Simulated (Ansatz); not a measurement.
# Bi: how well frozen cores do, part 2 of 2

The same cell of Bi is computed with LAPW, all electrons, PAW on the default files and all-electron PAW on datasets made for the crystal, to set the results side by side.

Ansatz 0.2.0; DFT PBE; a database cell (COD). «Crystal datasets» are all-electron PAW datasets made for this crystal. The steps go on from the part before.

## Step 3: PAW on the default files

The input, input.yaml:

```yaml
crystal:
  lattice:
    - [3.33628, -3.0554, 0.0]
    - [3.33628, 3.0554, 0.0]
    - [-1.15098, 0.0, 3.09291]
  atoms:
    - { symbol: Bi, position: [0.2518, 0.2518, 0.149] }
    - { symbol: Bi, position: [0.7482, 0.7482, 0.851] }
kpoints:
  mp_grid: { grid: [8, 8, 11] }
  band_path:
    path:
      - [0.0, 0.0, 0.0]
      - [-0.4887142109, 0.4887142109, 0.0]
      - [-0.5112857891, -0.4887142109, 0.0]
      - [-0.5, -0.5, 0.0]
      - [0.0, 0.0, 0.0]
      - [-0.5, -0.5, 0.5]
      - [-0.6796217385, -0.3203782615, 0.5]
      - [-0.3203782615, 0.3203782615, 0.5]
      - [0.0, 0.0, 0.5]
    npoints: 14
scf:
  occupations: { method: fermi_dirac, width: 0.05 }
hamiltonian:
  xc: pbe
  pseudopotentials: { kind: paw }
output:
  forces: true
  stress: true
  eigenvalues: true
  efg: { contact_densities: true }
  populations: true
  bader: true
  dos: { projected: true, de: 0.2, e_range: [-14, 8] }
  write_density: true
  write_potential: true
  elf: true
  volumetric_format: npy
```

On the command line:

```bash
$ ansatz run input.yaml --threads 1 --pin off --max-ram 3072MiB --backend cpu --events-out ev --progress --plain --runs-dir out
```

Log:

```text
Bi: output.efg is read without spin–orbit coupling, which moves field gradients at and beside such atoms by some per cent and up to a factor of two; PAW files take it under magnetization.noncollinear and magnetization.spin_orbit
Engine: ansatz 0.2.0
Pseudopotentials: kind: paw
Pseudopotential: Bi, paw, valence charge 15, recommended cutoff 420 eV (normal)
Functional definition: PBE
  parameter kappa = 0.804
  parameter beta = 0.06672455060314922
  exchange = pbe_x(kappa = kappa, mu = beta*pi^2/3)
  correlation = pbe_c(beta = beta)
Crystal: 2 atoms, lattice volume = 63.056 Å³
Basis set: ecut = 420 eV, 1255 PW (Γ), exchange–correlation on 64×64×48 points (8 copies of the dense FFT grid, shifted against one another)
Bands: 19, of which v1, the nominal top of the filled ones, is band 15 counted from 1 (14 counted from 0)
Symmetry: 4 space group operations
Space group: C2/m (ITA 12), of the structure as read, at distance tolerance 4.0e-5 Å
k-points: 201 of 704
Non-local potential: Bi, projectors of the file, l = 0: 2, l = 1: 2, l = 2: 2, l = 3: 2
PAW form: soft (Blöchl's): semilocal exchange-correlation on the pseudo side does not see the compensation charge
PAW one-centre angular grid: Bi, 590 points (default); XC on 64 Gauss nodes
Initial density: superposition of atomic densities (neutral atoms: chi_scale 0, normalization atom), corrected by the library's trained network
Initial wavefunctions: pseudopotential atomic-orbital guess
Functional: x = pbe(κ = 0.804, μ = 0.2195149727645171), c = pbe(β = 0.06672455060314922)
SCF iter   1: F=—  HF=-24792.948692 eV  |F-HF|=—  |Δ(HF+E_count)|=         —  Δρ=1.12e-3  dr2=9.25e-4  ethr=1.77e-3  ⟨swp⟩=6.3  Hψ=18363  notcnv=0
preconditioner: auto → Kerker (q_TF=auto, 2.411 Å⁻¹)  [metal: Δε(μ)=0.009 eV  Ē_g=20.590 eV  σ=0.050 eV  W_gap=0.04  n_scr=16 (ndim 8)  ℏωp=25.6 eV  f_vac=0.000  D(μ)=0.95/eV (n_scr^D=4)]
SCF iter   2: F=—  HF=-24792.947479 eV  |F-HF|=—  |Δ(HF+E_count)|=   1.21e-3  Δρ=7.48e-4  dr2=3.92e-4  ethr=3.08e-6  ⟨swp⟩=2.4  Hψ=8483  notcnv=0  defer=1
SCF iter   3: F=—  HF=-24792.947490 eV  |F-HF|=—  |Δ(HF+E_count)|=   1.07e-5  Δρ=2.77e-4  dr2=5.97e-5  ethr=1.31e-6  ⟨swp⟩=3.0  Hψ=6852  notcnv=0  defer=1
SCF iter   4: F=—  HF=-24792.947465 eV  |F-HF|=—  |Δ(HF+E_count)|=   2.48e-5  Δρ=1.59e-4  dr2=1.23e-5  ethr=1.99e-7  ⟨swp⟩=2.0  Hψ=4796  notcnv=0  defer=1
SCF iter   5: F=—  HF=-24792.947461 eV  |F-HF|=—  |Δ(HF+E_count)|=   4.06e-6  Δρ=2.85e-5  dr2=4.12e-7  ethr=4.10e-8  ⟨swp⟩=2.0  Hψ=6811  notcnv=0  defer=1
SCF iter   6: F=—  HF=-24792.947461 eV  |F-HF|=—  |Δ(HF+E_count)|=   1.70e-8  Δρ=1.60e-5  dr2=1.16e-7  ethr=3.33e-10  ⟨swp⟩=11.5  Hψ=29987  notcnv=0
SCF iter   7: F=-24792.947461 eV  HF=-24792.947461 eV  |F-HF|=1.31e-8  |Δ(HF+E_count)|=   5.21e-8  Δρ=5.04e-6  dr2=1.34e-8  ethr=3.33e-10  ⟨swp⟩=8.3  Hψ=24035  notcnv=0
SCF 1 converged in 7 iterations: F = -24792.947461 eV  dr2 = 1.34e-8
NSCF: frozen V_eff on 113 k-points
SCF converged after 7 iterations
Free energy (F): -24792.947461 eV
Harris-Foulkes:  -24792.947461 eV  (|F-HF|=1.31e-8)
Internal energy: -24792.939281 eV  (E = F + TS)
E sigma→0 (E₀):  -24792.943371 eV
Entropy (-TS):   -0.008180 eV (-4.090 meV/atom)
Fermi energy:    11.420678 eV
--- Per-component energies (eV) ---
  E_band       = -170.851322
  E_kinetic    = 605.940654
  E_local      = -2878.678819  (includes V_loc(G=0)·N_el)
  E_nonlocal   = 1119.384873
  E_hartree    = 921.905952
  E_xc         = -303.390098
  E_vxc        = -289.605977  (∫ρ·V_xc dr)
  E_paw        = -21326.069352  (= ΣΔE_a)
  E_vpaw       = -571.709231  (= ΣTr[D̂ρ^β])
  E_aug_tail   = -0.000867  (compensation charges beyond the density's cutoff)
  E_ewald      = -2932.031622
  E_smearing   = -0.008180  (= −TS)
  E_closure    = 0.000000  (closes the sum)
  Σ components = -24792.947461   (vs F -24792.947461, Δ=0.00e0)
--- Forces (eV/Å), atoms counted from 1 ---
  atom   1  Bi    -0.05149557    -0.00000000    -0.04674025
  atom   2  Bi     0.05149557     0.00000000     0.04674025
  max |Σ_I F_I| component: 6.94e-18 eV/Å
--- Stress (GPa, compression-positive) ---
        4.647530       0.000000      -0.166448
        0.000000       3.229607      -0.000000
       -0.166448      -0.000000       4.345627
  P = ⅓ Tr σ = 4.0743 GPa (40.743 kbar)
--- PAW observables at the nuclei: V_zz in 10²¹ V/m², potentials from the cell's mean, atoms counted from 1 ---
  atom   1  Bi V_zz =   -12.410951   η = 0.0259   by run symmetry: allowed
            electrostatic potential = -17832.814981 V   contact ρ = 17906395.639524 e/Å³
  atom   2  Bi V_zz =   -12.410951   η = 0.0259   by run symmetry: allowed
            electrostatic potential = -17832.814981 V   contact ρ = 17906395.639524 e/Å³
--- Band table (eV; the first three rows and the last of 201) ---
  k-point 0: bands = ["-11.6139", "-11.5566", "-11.5131", "-11.4954", "-11.3854", "-11.3475", "-11.3327", "-11.3271", "-11.2846", "-11.1773", "-2.1165", "2.4695", "8.1976", "8.3991", "14.1326", "14.9537", "15.4380", "15.5760", "16.0156"]
  k-point 1: bands = ["-11.6089", "-11.5394", "-11.4918", "-11.4912", "-11.3909", "-11.3543", "-11.3406", "-11.3333", "-11.2863", "-11.1808", "-1.9934", "2.4990", "8.2823", "8.5893", "13.8170", "14.2884", "14.9122", "15.3506", "15.4366"]
  k-point 2: bands = ["-11.5950", "-11.4935", "-11.4816", "-11.4345", "-11.4053", "-11.3736", "-11.3618", "-11.3462", "-11.2914", "-11.1910", "-1.6288", "2.5813", "8.5292", "9.1214", "11.6136", "13.4632", "14.6699", "14.7329", "15.3005"]
  k-point 200: bands = ["-11.5088", "-11.4636", "-11.4419", "-11.4349", "-11.4247", "-11.3906", "-11.3445", "-11.3330", "-11.2489", "-11.2315", "1.1751", "2.1079", "7.3796", "8.5696", "8.8073", "10.5337", "12.4643", "13.2658", "18.2213"]
--- Löwdin populations: 2 sites ---
  site symbol       q [e]
     0     Bi     14.9619
     1     Bi     14.9619
  spilling = 0.002543 (of n_electrons = 30.000000)
--- Bader charges: 2 sites ---
  site symbol  charge [e]  shift [e]
     0     Bi      0.0000     0.0000
     1     Bi      0.0000     0.0000
  estimated error of the sums over rays = 1.0e-4 e
```

Wall time 26 s (1 thread of Intel Xeon Platinum 8488C (Sapphire Rapids), shared host); peak memory 0.56 GiB.

Read from it: pressure 4.07 GPa; no gap; largest force 0.070 eV/Å; Vzz Bi1 -12.41 (η = 0.03) (10²¹ V/m²).

```
atom  Bader charge (e)  basin volume (Å³)
 Bi1             -0.00              31.53
```

The fields are shown in the conventional cell of this run's space group, carried over from its grid by interpolation.

Density in a lattice plane of the grid's cell (edges 6.67 and 3.30 Å, at 0.000 of the third edge), which holds Bi.

Ten even steps from '0' (0.06 e/Å³) to '9' (7.43 e/Å³):
```
000122210000000148995200
000000000000000269984100
000000000000000256641000
000000000000000122210000
000000000000000000000000
000001222100000000000000
000014665200000000000000
000148996200000000000000
000259984100000001222100
000246641000000014664200
```
Columns run along the first of these edges and rows up along the second, over one cell in 24 and 10 even steps from the bottom left corner. Atoms in the plane (fractional): Bi at (0.25, 0.15), Bi at (0.75, 0.85).

ELF in the same plane.

Values, 6 rows by 12 columns:
```
0.39 0.39 0.42 0.42 0.38 0.21 0.26 0.45 0.22 0.25 0.27 0.41
0.22 0.26 0.33 0.35 0.32 0.26 0.34 0.44 0.34 0.29 0.43 0.38
0.10 0.19 0.37 0.41 0.42 0.40 0.34 0.40 0.42 0.41 0.37 0.19
0.22 0.38 0.43 0.29 0.34 0.44 0.34 0.26 0.32 0.35 0.33 0.26
0.39 0.41 0.27 0.25 0.22 0.45 0.26 0.21 0.38 0.42 0.42 0.39
0.46 0.42 0.28 0.19 0.44 0.38 0.16 0.38 0.44 0.19 0.28 0.42
```
Columns run along the first of these edges and rows up along the second, over one cell in 12 and 6 even steps from the bottom left corner. Atoms in the plane (fractional): Bi at (0.25, 0.15), Bi at (0.75, 0.85).

Both are smooth fields of the valence electrons: close to the nuclei they are not physical.

Maxima of ELF outside the ion cores: 0.46 on the Bi–Bi line, 1.6 Å from Bi.

## Step 4: All-electron PAW on datasets made for the crystal

input.yaml: that of step 3 with these lines changed.

```diff
@@ -21,3 +21,3 @@
       - [0.0, 0.0, 0.5]
-    npoints: 14
+    npoints: 8
 scf:
@@ -26,3 +26,3 @@
   xc: pbe
-  pseudopotentials: { kind: paw }
+  pseudopotentials: { kind: all_electron, datasets: crystal }
 output:
@@ -32,8 +32 @@
   efg: { contact_densities: true }
-  populations: true
-  bader: true
-  dos: { projected: true, de: 0.2, e_range: [-14, 8] }
-  write_density: true
-  write_potential: true
-  elf: true
-  volumetric_format: npy
```

On the command line:

```bash
$ ansatz run input.yaml --threads 1 --pin off --max-ram 3072MiB --backend cpu --events-out ev --progress --plain --runs-dir out
```

Log, shortened:

```text
[...]
Bi: output.efg is read without spin–orbit coupling, which moves field gradients at and beside such atoms by some per cent and up to a factor of two; PAW files take it under magnetization.noncollinear and magnetization.spin_orbit
[...]
[... 1 set-up line as earlier in the session ...]
Pseudopotential: Bi, paw, valence charge 15, recommended cutoff 260 eV (normal), Koelling and Harmon's equation, gaussian nucleus
[... 1 set-up line as earlier in the session ...]
[...]
Crystal: 2 atoms, lattice volume = 63.056 Å³
Basis set: ecut = 260 eV, 595 PW (Γ), exchange–correlation on 48×48×36 points (8 copies of the dense FFT grid, shifted against one another)
Bands: 19, of which v1, the nominal top of the filled ones, is band 15 counted from 1 (14 counted from 0)
[... 2 set-up lines as earlier in the session ...]
k-points: 201 of 704
[...]
  atom   1  Bi    -0.05131100    -0.00000000    -0.04646609
  atom   2  Bi     0.05131100     0.00000000     0.04646609
[...]
--- Stress (GPa, compression-positive) ---
        4.667753       0.000000      -0.164522
        0.000000       3.247427      -0.000000
       -0.164522      -0.000000       4.365191
  P = ⅓ Tr σ = 4.0935 GPa (40.935 kbar)
--- PAW observables at the nuclei: V_zz in 10²¹ V/m², potentials from the cell's mean, atoms counted from 1 ---
  atom   1  Bi V_zz =   -12.450412   η = 0.0263   by run symmetry: allowed
            electrostatic potential = -17832.735068 V   contact ρ = 17893898.015585 e/Å³
  atom   2  Bi V_zz =   -12.450412   η = 0.0263   by run symmetry: allowed
            electrostatic potential = -17832.735068 V   contact ρ = 17893898.015585 e/Å³
--- Band table (eV; the first three rows and the last of 201) ---
  k-point 0: bands = ["-7.5516", "-7.4927", "-7.4492", "-7.4328", "-7.3208", "-7.2853", "-7.2682", "-7.2648", "-7.2221", "-7.1152", "1.9491", "6.5353", "12.2635", "12.4638", "18.1995", "19.0183", "19.5033"]
[...]
```

It took 22 s on 1 thread of Intel Xeon Platinum 8488C (Sapphire Rapids), shared host; peak memory 0.66 GiB.

In short: pressure 4.09 GPa; no gap; largest force 0.069 eV/Å; Vzz Bi1 -12.45 (η = 0.03) (10²¹ V/m²).

```
atom  contact density (e/Å³)
 Bi1             1.78939e+07
```

## Step 5: Comparison

| method | pressure (GPa) | largest force (eV/Å) | Vzz Bi1 (10²¹ V/m²) | SCF cycles, all passes |
| --- | --- | --- | --- | --- |
| LAPW | 4.09 | 0.069 | – | 7 |
| PAW | 4.07 | 0.070 | -12.41 | 7 |
| crystal datasets | 4.09 | 0.069 | -12.45 | 8 |

## Step 6: Summary of results

This closing draws on all 2 parts.

| quantity | value |
| --- | --- |
| pressure | LAPW 4.09, PAW 4.07, crystal datasets 4.09 GPa |
| gap (LAPW) | none |
| largest force | LAPW 0.069, PAW 0.070, crystal datasets 0.069 eV/Å |
| Bader charges (PAW) | Bi1 -0.00 e |
| highest ELF (PAW) | 0.46, 1.58 Å from Bi |

The pressure of 4.1 GPa pushes the cell to expand, with the atoms held in place. Bands cross the Fermi level: the crystal is a metal at this level. Bi 6p carries the largest share, 92 %, of the projected states within 0.3 eV of the Fermi level. The projection holds only the free atom's occupied shells (Bi 6s, Bi 6p in this range). The field gradient at Bi1, the largest by crystal datasets, is -12.41 by PAW and -12.45 by crystal datasets (10²¹ V/m²), within 5 %. Spin–orbit coupling is left out, which moves gradients at and beside heavy atoms by some per cent and at worst by a factor of two. In pressure, PAW differs from LAPW by -0.02 GPa. The forces differ by at most 1 meV/Å in a component, on a largest force of 0.069 eV/Å. LAPW took about 4 times as long as PAW (90 s against 26 s, on a shared host and with the outputs that each input asks for). Spin-orbit coupling is left out, though the cell holds Bi; in elements this heavy it can shift bands and gaps by tenths of an eV.
